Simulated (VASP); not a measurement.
# 1T-MgI2 monolayer and its bilayer, part 2 of 2

What are the lattice, gap and band positions of 1T-MgI2 monolayer, and what does a second sheet change?

VASP 6.6.1, plane waves and PAW; the level of theory is named at each step.

So far, gap on the k-mesh (eV): step 2 (relaxing the monolayer) 3.67; step 5 (the slab in a field, field -0.1) 3.67; step 8 (a rigid stacking) 3.60; step 13 (relaxing the bilayer) 3.62.

### Step 14. Levels and bands of the bilayer

The same static run as for one sheet shows what the neighbour does to the levels.

INCAR

```
SYSTEM = MgI2
PREC = Normal
ENCUT = 350
EDIFF = 1E-06
NELM = 120
ISMEAR = 0
SIGMA = 0.03
LREAL = .FALSE.
ALGO = Fast
GGA = PE
IVDW = 12
NBANDS = 22
LORBIT = 11
LWAVE = .FALSE.
LCHARG = .FALSE.
KPAR = 4
IDIPOL = 3
LDIPOL = .TRUE.
DIPOL = 0.5 0.5 0.5
LVHAR = .TRUE.
LVACPOTAV = .TRUE.
NEDOS = 1500
```

POSCAR

```
MgI2
1.0
    4.1300231832      0.0000000000      0.0000000000
   -2.0650115916      3.5767049948      0.0000000000
    0.0000000000      0.0000000000     26.8311655136
Mg I
2 4
Direct
    0.0000000000      0.0000000000      0.3725690609
    0.0000000000      0.0000000000      0.6274309391
    0.3333333300      0.6666666700      0.3099810966
    0.6666666700      0.3333333300      0.4349776813
    0.3333333300      0.6666666700      0.5650223187
    0.6666666700      0.3333333300      0.6900189034
```

KPOINTS

```
Automatic mesh
0
Gamma
9 9 1
0 0 0
```

KPOINTS_OPT

```
Line mode
14
Line-mode
Reciprocal
  0.00000000   0.00000000   0.00000000 GAMMA
  0.50000000   0.00000000   0.00000000 M

  0.50000000   0.00000000   0.00000000 M
  0.33333333   0.33333333   0.00000000 K

  0.33333333   0.33333333   0.00000000 K
  0.00000000   0.00000000   0.00000000 GAMMA
```

PAW data sets: Mg and I (PBE family, release 64).

On the command line:

```bash
$ mpirun -np 4 vasp_std
```

Wall time 26 s (4 MPI ranks of AMD EPYC 7R43, shared host); peak memory 0.98 GiB; 98 s of CPU time.

This step gave:

```
electronic cycles                                 : 15
Fermi energy                                      : -1.767 eV
least gap on mesh and path                        : 3.585 eV
least direct gap on mesh and path                 : 3.943 eV
vacuum levels                                     : 4.454, 4.454 eV
ionisation potentials of the upper and lower face : 6.353, 6.353 eV
electron affinities of the upper and lower face   : 2.768, 2.768 eV
```

The electronic bands at the labelled points (eV, zero at the valence-band top; v1 is the highest filled band, c1 the lowest empty one):

```tsv
point	v4	v3	v2	v1	c1	c2	c3	c4
Γ	-0.05	-0.05	0.00	0.00	3.94	4.43	4.90	4.94
0.46 of the way	-0.73	-0.32	-0.26	-0.16	4.49	4.71	5.45	5.62
M	-0.80	-0.74	-0.56	-0.44	3.59	3.65	5.20	5.32
0.46 of the way	-0.92	-0.88	-0.68	-0.60	4.07	4.15	5.82	6.02
K	-1.02	-1.02	-0.66	-0.66	4.14	4.63	6.06	6.06
0.46 of the way	-0.88	-0.75	-0.52	-0.34	4.72	4.75	5.90	5.98
Γ	-0.05	-0.05	0.00	0.00	3.94	4.43	4.90	4.94
```

Of the projections kept (Mg, I), the largest for each band there; the rest of the weight can lie on other orbitals:

```tsv
point	v4	v3	v2	v1	c1	c2	c3	c4
Γ	I 0.98	I 0.98	I 0.98	I 0.98	I 0.63	I 0.65	I 0.72	I 0.70
M	I 0.98	I 0.99	I 0.99	I 0.99	Mg 0.53	Mg 0.53	I 0.84	I 0.78
K	I 0.99	I 0.99	I 0.99	I 0.99	I 0.51	I 0.55	I 0.77	I 0.77
Γ	I 0.98	I 0.98	I 0.98	I 0.98	I 0.63	I 0.65	I 0.72	I 0.70
```

Zero at the Fermi level. Table of planar average of the electrostatic potential by height:

```tsv
height (Å)	planar average of the electrostatic potential (eV)
0.0	6.22
0.5	6.22
1.0	6.22
1.5	6.22
2.0	6.22
2.5	6.22
3.0	6.22
3.5	6.22
4.0	6.22
4.5	6.22
5.0	6.21
5.5	6.20
6.0	6.15
6.5	5.96
7.0	5.11
7.5	0.884
8.0	-8.76
8.5	-10.8
9.0	-3.93
9.5	-0.794
10.0	-1.56
10.5	-0.813
11.0	-4.16
11.5	-11.0
12.0	-8.59
12.5	1.04
13.0	5.04
13.5	5.55
14.0	4.41
14.5	-2.25
15.0	-10.6
15.5	-9.31
16.0	-1.82
16.5	-1.15
17.0	-1.43
17.5	-0.697
18.0	-6.72
18.5	-11.3
19.0	-5.81
19.5	3.30
20.0	5.54
20.5	6.06
21.0	6.18
21.5	6.21
22.0	6.21
22.5	6.22
23.0	6.22
23.5	6.22
24.0	6.22
24.5	6.22
25.0	6.22
25.5	6.22
26.0	6.22
26.5	6.22
```

Density of states in the PAW spheres, an atom over height of the layer and energy from the Fermi level.

Ten even steps from '0' (0.00 states/eV) to '9' (1.96 states/eV), each cell a mean:
```
000000
000000
404404
909909
504405
404404
303303
102201
202202
202202
202202
000000
000000
000000
000000
000000
000000
000000
000000
000000
000000
000000
```
Columns: height of the layer (Å) from 8.3 to 18.5 (not evenly spaced); rows upwards: energy from the Fermi level (eV) from -7.9 to 0.5.

The map of layer states is cut here 0.5 eV above the Fermi level, so it leaves out the states above that.

The vacuum level lies 6.35 eV above the highest filled level at the upper face; both faces agree, as the slab has next to no dipole.

The program found no field-free point at its default tolerance, but its printed level agrees with the flat part of the planar average.

### Step 15. Derived quantities

This step: monolayer and bilayer, PBE + D3(BJ); plane waves and PAW (VASP 6.6.1).

Derived from the runs above.

This step gave:

| Property | Result |
| --- | --- |
| polarisability per area of the slab or monolayer | 0.4156 Å |
| gap with spin orbit | 3.272 eV |
| binding energy | -13.10 meV/Å² |
| interlayer gap | 3.489 Å |
| bilayer gap | 3.585 eV |
| bilayer level below vacuum | 6.353 eV |
| lattice a | 4.130 Å |
| lattice b | 4.130 Å |
| thickness | 3.366 Å |
| monolayer gap | 3.620 eV |
| ionisation potential at the upper face | 6.341 eV |

VASP counts both for electrons: a positive EFIELD is a field along -c, and a positive dipole, in electrons times A, points along -c. Field, by row:

```tsv
EFIELD (eV/Å)	dipole along z of the monolayer (e Å)	energy change of the monolayer (eV)
-0.1	-0.04263	-0.002135
0	0	0
0.1	0.04264	-0.002135
```

Rigid sheets, 3.1 Å apart. Stackings, by row:

```tsv
stacking	energy above the lowest (meV/Å²)
same orientation, shift 0.00 0.00	0
turned by 180 degrees, shift 0.33 0.67	0.2517
same orientation, shift 0.67 0.33	0.6232
same orientation, shift 0.33 0.67	42.52
turned by 180 degrees, shift 0.00 0.00	42.77
```

The polarisability is the slope of the dipole against the field, as a volume for each unit of area.

### Step 16. Results

| Item | Value |
| --- | --- |
| lattice a | 4.13 Å |
| monolayer gap | 3.62 eV |
| gap with spin orbit | 3.27 eV |
| binding energy | -13.1 meV/Å² |
| interlayer gap | 3.49 Å |
| bilayer gap | 3.59 eV |
| polarisability per area of the slab or monolayer | 0.416 Å |

The monolayer relaxes to a = 4.130 Å and has a gap of 3.62 eV (3.27 eV with spin-orbit coupling). The ionisation potential is 6.34 eV at both faces. Of 5 rigid stackings the lowest has the upper sheet in the same orientation and shifted by (0.00, 0.00) in cell vectors, and the highest lies 42.8 meV/Å² above it. Relaxed, the sheets lie 3.49 Å apart and bind by 13.1 meV/Å². The next stacking lies close, and only the lowest was relaxed, so the order could change. The second sheet narrows the gap, to 3.59 eV. All runs are without spin polarisation. The bilayer keeps the monolayer's lattice, and only high-symmetry stackings were tried. Semilocal gaps are too small. Levels against the vacuum, binding and the bilayer's gap are without spin-orbit coupling.

[Lines on the potential files, build, host, timing and source positions are cut from VASP's logs without a mark.]

[Logs are printed without paths, hosts, clocks, repeated set-up lines and the standing remarks that a program may print on its own settings, such as how far it seeks lower states.]

[Hosts, paths, dates, database ids (printed as entryN), source tags and the programs' standing remarks are cut or masked in the printed files.]

[Runs that stopped without an error message from VASP are left out.]
